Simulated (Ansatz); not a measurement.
How the functional moves the response of AlN (P6_3mc) (LDA, r²SCAN and PBEsol)

```yaml
crystal:
  lattice:
    - [3.08877, 0.00000, 0.00000]
    - [-1.54439, 2.67496, 0.00000]
    - [0.00000, 0.00000, 4.94325]
  atoms:
    - { symbol: Al, position: [0.33333, 0.66667, 0.99901] }
    - { symbol: Al, position: [0.66667, 0.33333, 0.49901] }
    - { symbol: N, position: [0.33333, 0.66667, 0.38099] }
    - { symbol: N, position: [0.66667, 0.33333, 0.88099] }
```

This cell (10.21 Å³ an atom) was relaxed by PAW under LDA, and each functional gets its own cell relaxed so. Quantity: dielectric response and Born charges by linear response (direction means).

Runs: (1) LDA, PAW on Ansatz 0.2.0's default frozen-core files (fitted under PBE), scalar-relativistic; k mesh 8×8×4, fixed occupations, cutoff 420 eV. (2) r²SCAN, PAW on Ansatz 0.2.0's default frozen-core files (fitted under PBE), scalar-relativistic; k mesh 8×8×4, fixed occupations, cutoff 500 eV. (3) PBEsol, PAW on Ansatz 0.2.0's default frozen-core files (fitted under PBE), scalar-relativistic; k mesh 8×8×4, fixed occupations, cutoff 420 eV.

Under LDA: ε∞ = 4.47, largest |Z*| = 2.58 e, ε₀ = 8.5.

Problem. Which way does r²SCAN move the volume, and by how much?

Solution. a = 3.107, c = 4.979 Å, 10.40 Å³ an atom: 1.9 % larger.

Problem. What does r²SCAN give for these quantities?

Solution. 

```tsv
quantity	LDA	r²SCAN	change
ε∞	4.47	4.20	-6 %
largest |Z*|	2.58 e	2.58 e	under 1 %
ε₀	8.5	8.2	-4 %
```

Problem. Which way does PBEsol move the volume, and by how much?

Solution. a = 3.114, c = 4.983 Å, 10.46 Å³ an atom: 2.4 % larger.

Problem. What does PBEsol give for these quantities?

Solution. 

```
    quantity     LDA  PBEsol     change
          ε∞    4.47    4.57       +2 %
largest |Z*|  2.58 e  2.58 e  under 1 %
          ε₀     8.5     8.7       +2 %
```

Keep in mind: frozen-core PAW files fitted under PBE, their cores solved anew for the functional of the run; zone-boundary modes aren't tested; field response not resolved by the mesh.
